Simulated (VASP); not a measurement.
Write the native input for VASP 6.6.1 that does the following.

| Quantity | Value |
| --- | --- |
| Task | relaxation of cell and atoms |
| Functional | PBE |
| Potentials or basis | VASP PAW PBE potentials, release 64 (Bi_d) |
| Cutoff | 520 eV |
| k mesh | 12 × 12 × 12 |
| Occupations | gaussian, width 0.1 eV |
| Spin | no spin polarisation |
| Further INCAR settings | ALGO = Normal; EDIFF = 1e-07; IBRION = 2; POTIM = 0.3; EDIFFG = -0.005; NSW = 60; ISIF = 3 |

The structure of Bi lies in POSCAR:

```
Bi                                      
1.0
    2.2902541806      1.3222788725      4.0491060300
   -2.2902541806      1.3222788725      4.0491060300
    0.0000000000     -2.6445577345      4.0491060299
  Bi            
     2
Direct
     0.2337767502839081    0.2337767502839081    0.2337767502838889
     0.7662232497160920    0.7662232497160920    0.7662232497161110
```

The input as run:

INCAR

```
PREC     = Accurate       # precision mode
ENCUT    = 520            # plane-wave cutoff, eV
EDIFF    = 1E-7           # SCF threshold, eV
ISMEAR   = 0              # smearing method
SIGMA    = 0.1            # smearing width, eV
LREAL    = F              # projectors in reciprocal space
LASPH    = T              # aspherical terms in the spheres
NELM     = 120            # most SCF steps
ALGO     = Normal         # electronic algorithm
ISIF     = 3              # what is computed and relaxed
LWAVE    = F              # write WAVECAR
LCHARG   = F              # write CHGCAR
GGA      = PE             # functional
IBRION   = 2              # ionic algorithm
NSW      = 60             # ionic steps
EDIFFG   = -0.005         # ionic threshold
POTIM    = 0.3            # step
```

KPOINTS

```
Automatic mesh
0
Gamma
  12 12 12
```

Potentials or basis: VASP PAW PBE potentials, release 64 (Bi_d).

The run is started by

```console
$ cat potpaw_PBE.64/Bi_d/POTCAR > POTCAR
$ mpirun -np 1 vasp_std > vasp.out
```

It gave:

```
Relaxed volume                         : 36.80 Å³/atom
Relaxed cell                           : a = 4.837 Å, b = 4.837 Å, c = 4.837 Å, α = 56.53°, β = 56.53°, γ = 56.53°
Space group after relaxing (to 0.05 Å) : R-3m (No. 166)
Energy gained by relaxing              : 0.0 meV/atom
Ionic steps                            : 2
Pressure after relaxing                : 0.0 GPa
Largest force after relaxing           : 0.004 eV/Å
Band gap on the k mesh                 : none (metal or under the smearing width)
```

Caveat: spin-orbit coupling is left out, which moves the levels of the heavy elements.

It took 110 s on 1 thread of Intel(R) Xeon(R) 6975P-C (Granite Rapids), on a shared host, peak memory 0.36 GiB.
